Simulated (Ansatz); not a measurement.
Starting structure of a cell relaxation (symmetry kept):

```cif
data_structure
_symmetry_space_group_name_H-M 'P-3m1'
_symmetry_Int_Tables_number 164
_cell_length_a 3.3178
_cell_length_b 3.3178
_cell_length_c 36.4183
_cell_angle_alpha 90.000
_cell_angle_beta 90.000
_cell_angle_gamma 120.000
_cell_volume 347.19
loop_
_atom_site_label
_atom_site_type_symbol
_atom_site_symmetry_multiplicity
_atom_site_Wyckoff_symbol
_atom_site_fract_x
_atom_site_fract_y
_atom_site_fract_z
_atom_site_occupancy
W1 W 2 d 0.66667 0.33333 0.90611 1
W2 W 2 d 0.66667 0.33333 0.28047 1
Se1 Se 2 d 0.33333 0.66667 0.95179 1
Se2 Se 2 d 0.33333 0.66667 0.32611 1
Se3 Se 2 d 0.66667 0.33333 0.76520 1
Se4 Se 2 d 0.66667 0.33333 0.13955 1
```

Method: DFT PBE, scalar-relativistic, plane waves, PAW (Ansatz 0.2.0).

Plane waves to 420 eV, a k mesh through Γ of 12×12×1 on the computed 12-atom cell and Gaussian smearing (0.02 eV); no spin polarisation.

What does it relax to?

The volume goes up by 1.92 Å³/atom to 30.85 Å³/atom, and the energy falls by 4.8 meV/atom. Final structure:
```
W Se
1.0
     3.32068    0.00000    0.00000
    -1.66034    2.87579    0.00000
     0.00000    0.00000   38.77010
W Se
4 8
Direct
  0.66667 0.33333 0.90171
  0.66667 0.33333 0.29464
  0.33333 0.66667 0.70536
  0.33333 0.66667 0.09829
  0.33333 0.66667 0.94500
  0.33333 0.66667 0.33792
  0.66667 0.33333 0.74865
  0.66667 0.33333 0.14158
  0.33333 0.66667 0.85842
  0.33333 0.66667 0.25135
  0.66667 0.33333 0.66208
  0.66667 0.33333 0.05500
```

Course of the relaxation (steps run on the plane waves of an earlier cell, and the basis is chosen afresh near the end, so energy and pressure can step there; trial steps that raised the energy were taken back; energies are free energies):

```
step E − E_final (meV/atom) largest force component (eV/Å) P (GPa) V (Å³/atom)
   1                     4.8                           0.294     1.26        28.93
   2                     3.3                           0.337    -0.95        29.58
   3                     1.1                           0.029    -0.30        29.98
   4                     0.6                           0.032     0.18        30.00
   5                     0.4                           0.022     0.13        30.20
   6                     0.2                           0.007     0.03        30.58
   7                     0.2                           0.003     0.01        30.76
   8                     0.2                           0.000     0.00        30.84
   9                     0.2                           0.000     0.00        30.85
  10                     0.0                           0.000     0.00        30.85
```

Spin–orbit coupling is left out, which can shift energies with elements as heavy as these. The cell holds layers, and where no dispersion correction was added their binding is poorly described.